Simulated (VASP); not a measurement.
Output of a VASP run:

File OSZICAR:
```
       N       E                     dE             d eps       ncg     rms          rms(c)
DAV:   1     0.366703065578E+03    0.36670E+03   -0.17562E+04   520   0.143E+03
DAV:   2     0.262555247335E+02   -0.34045E+03   -0.33448E+03   662   0.306E+02
DAV:   3    -0.127292287397E+02   -0.38985E+02   -0.38624E+02   596   0.113E+02
DAV:   4    -0.143669875820E+02   -0.16378E+01   -0.16346E+01   740   0.319E+01
DAV:   5    -0.144158198598E+02   -0.48832E-01   -0.48804E-01   682   0.385E+00    0.340E+00
DAV:   6    -0.140578330335E+02    0.35799E+00   -0.62587E-01   722   0.517E+00    0.229E+00
DAV:   7    -0.140136903641E+02    0.44143E-01   -0.41056E-01   692   0.306E+00    0.107E+00
DAV:   8    -0.140212022073E+02   -0.75118E-02   -0.53654E-02   584   0.195E+00    0.250E-01
DAV:   9    -0.140206770671E+02    0.52514E-03   -0.77176E-03   666   0.757E-01    0.103E-01
DAV:  10    -0.140207789988E+02   -0.10193E-03   -0.91141E-04   580   0.178E-01    0.493E-02
DAV:  11    -0.140208321964E+02   -0.53198E-04   -0.27446E-04   684   0.121E-01    0.314E-02
DAV:  12    -0.140208330925E+02   -0.89607E-06   -0.21173E-05   702   0.415E-02    0.250E-02
DAV:  13    -0.140208321597E+02    0.93279E-06   -0.21222E-06   668   0.103E-02    0.105E-02
DAV:  14    -0.140208319868E+02    0.17293E-06   -0.12436E-06   678   0.856E-03    0.330E-03
DAV:  15    -0.140208319901E+02   -0.33010E-08   -0.46148E-07   546   0.521E-03
   1 F= -.14020832E+02 E0= -.14020832E+02  d E =-.507138E-14
```

### OUTCAR
```
------------------------ aborting loop because EDIFF is reached ----------------------------------------
  FORCE on cell =-STRESS in cart. coord.  units (eV):
  Direction    XX          YY          ZZ          XY          YZ          ZX
  --------------------------------------------------------------------------------------
  Total        0.6112730      0.6112730      0.6112730     -0.0000000     -0.0000000      0.0000000
  in kB        3.8159955      3.8159955      3.8159955     -0.0000000     -0.0000000      0.0000000
  external PRESSURE =       3.8159955 kB  Pullay stress =       0.0000000 kB
  volume of cell :      256.65
      direct lattice vectors                 reciprocal lattice vectors
     6.354957370  0.000000000  0.000000000     0.157357468  0.000000000  0.000000000
     0.000000000  6.354957370  0.000000000     0.000000000  0.157357468  0.000000000
     0.000000000  0.000000000  6.354957370     0.000000000  0.000000000  0.157357468
 POSITION                                       TOTAL-FORCE (eV/Angst)
 -----------------------------------------------------------------------------------
      0.00000      0.00000      0.00000         0.000000      0.000000      0.000000
      3.17748      3.17748      3.17748         0.000000      0.000000      0.000000
      3.17748      0.00000      3.17748         0.000000      0.000000      0.000000
      0.00000      3.17748      3.17748         0.000000      0.000000      0.000000
      3.17748      3.17748      0.00000         0.000000      0.000000      0.000000
 -----------------------------------------------------------------------------------
    total drift:                                0.000000     -0.000000     -0.000000
  FREE ENERGIE OF THE ION-ELECTRON SYSTEM (eV)
  ---------------------------------------------------
  free  energy   TOTEN  =       -14.0208319901 eV

  energy  without entropy=      -14.0208319901  energy(sigma->0) =      -14.02083199
```
(Selected blocks of OUTCAR.)

**POSCAR**
```
CsPbI3
1
    6.3549573704     0.0000000000     0.0000000000
    0.0000000000     6.3549573704     0.0000000000
    0.0000000000     0.0000000000     6.3549573704
Cs Pb I
1 1 3
Direct
  0.0000000000   0.0000000000   0.0000000000
  0.5000000000   0.5000000000   0.5000000000
  0.5000000000   0.0000000000   0.5000000000
  0.0000000000   0.5000000000   0.5000000000
  0.5000000000   0.5000000000   0.0000000000
```

Task: Write an INCAR and KPOINTS that could have produced this output.

Result: One answer among several that fit: the input of the run itself, PBE GGA, plane waves, VASP's PBE PAW potentials (set 64).

**INCAR**
```
SYSTEM = CsPbI3
PREC = Accurate; ENCUT = 520; LREAL = .FALSE.
LASPH = .TRUE.
EDIFF = 1E-7; NELM = 100; ALGO = Normal
LMAXMIX = 4
ISMEAR = 0; SIGMA = 0.05
GGA = PE
ISIF = 2
LWAVE = .FALSE.; LCHARG = .FALSE.
```

**KPOINTS**
```
Automatic mesh
0
Gamma
4 4 4
0 0 0
```

POTCAR, in this order: Cs_sv Pb_d I (PBE.64 set). Program: vasp_std.

The compound is CsPbI3 in the cubic perovskite structure, the ideal cubic form; the compound distorts at low or room temperature. It was relaxed first.
